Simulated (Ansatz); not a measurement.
Runs of Ansatz 0.2.0 on B. The structure is cubic, space group Pm-3m (No. 221). Conventional cell: a = 1.885 Å, b = 1.885 Å, c = 1.885 Å, α = 90.00°, β = 90.00°, γ = 90.00°. Around B (site symmetry m-3m) lie 6 B at 1.89 Å. The cell was built by a generator and needn't be a form met in nature.

```csv
level,cutoff (eV),gap on the mesh (eV),pressure (GPa)
PBEsol,420,none,(a)
r2SCAN,500,none,0.5
BLYP,420,none,8.0
revPBE,420,none,(b)
PBE,420,none,0.3
```

Alike in all rows: task band structure; potentials or basis Ansatz PAW; no spin polarisation; cell as given; k mesh 14 × 14 × 14; smearing fermi-dirac 0.05 eV.

Q: Fill in the values left out.

A: (a) -2.6; (b) 3.3.

Caveats: the PAW data sets come from PBE, with cores solved anew for the run's functional, which leaves a small shift of forces and pressure (some runs).

A gap of «none» marks a metal or a gap under the smearing width.
